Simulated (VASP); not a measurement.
# SnTe: equation of state with PBE+D3(BJ)

Crystal: SnTe.

```
CELL_PARAMETERS angstrom
0.00000 3.15267 3.15267
3.15267 0.00000 3.15267
3.15267 3.15267 0.00000
ATOMIC_POSITIONS crystal
Te 0.50000 0.50000 0.50000
Sn 0.00000 0.00000 0.00000
```

```json
{
 "Program": "VASP 6.6.1",
 "Task": "equation of state",
 "Functional": "PBE",
 "Dispersion": "D3(BJ)",
 "Potentials or basis": "VASP PAW PBE potentials, release 64 (Te, Sn_d)",
 "Cutoff": "520 eV",
 "k mesh": "6 × 6 × 6",
 "Occupations": "gaussian, width 0.02 eV",
 "Spin": "no spin polarisation"
}
```

```json
{
  "Equilibrium volume": "31.34 Å³/atom (rough: see the caveat)",
  "Bulk modulus": "45 GPa (rough)"
}
```

Energy against volume, from the lowest point:
```
volume (Å³/atom)  energy (meV/atom)
          30.082               8.05
          30.709               1.95
          31.336               0.00
          31.962               1.72
          32.589               6.27
```

All runs of the series together: 64 s on 1 thread of AMD EPYC 9R45 96-Core Processor (Zen 5), on a shared host.

Caveat: the fit is doubtful: noisy points or a state that changes with volume. Spin-orbit coupling is left out, which matters for the levels of Te.
